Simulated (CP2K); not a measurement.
Runs of CP2K 2026.2 on TaN. Symmetry: F-43m, No. 216, cubic system. The conventional cell has a = 4.982 Å, b = 4.982 Å, c = 4.982 Å, α = 90.00°, β = 90.00°, γ = 90.00°. Ta (site symmetry -43m) has 4 N at 2.16 Å as nearest neighbours. N (site symmetry -43m) is surrounded by 4 Ta at 2.16 Å. The cell comes from a database or a generator and needn't be the stable form of this composition.

```tsv
task	level	points a segment of the path (NPOINTS)	bands added on the path	gap on the mesh (eV)	pressure (GPa)
single point	PBE	-	-	none	(a)
single point	OLYP	-	-	none	-29.7
single point	BLYP	-	-	none	-21.0
band structure	TASK	6	4	none	-26.0
```

Alike in all rows: potentials or basis POTENTIAL_UZH Ta GTH-PBE-q13, N GTH-PBE-q5; TZVP-MOLOPT-PBE-GTH basis; no spin polarisation; cell as given; k mesh 9 × 9 × 9; smearing fermi-dirac 0.05 eV.

Question: Estimate the missing entries.

Answer: (a) -27.3.

Caveats: the basis of atomic orbitals isn't converged, which shifts pressures, moduli and gaps; the potentials were made for another functional, which shifts forces and pressure (some runs); a pressure of tens of GPa on the cell as given is suspect, and the run, the potentials or the cell itself is likely at fault (some runs).

A k mesh can miss the band edges, and the runs leave out spin-orbit coupling on Ta.

A gap of «none» marks a metal or a gap under the smearing width.

Not every run made on this cell is shown here.
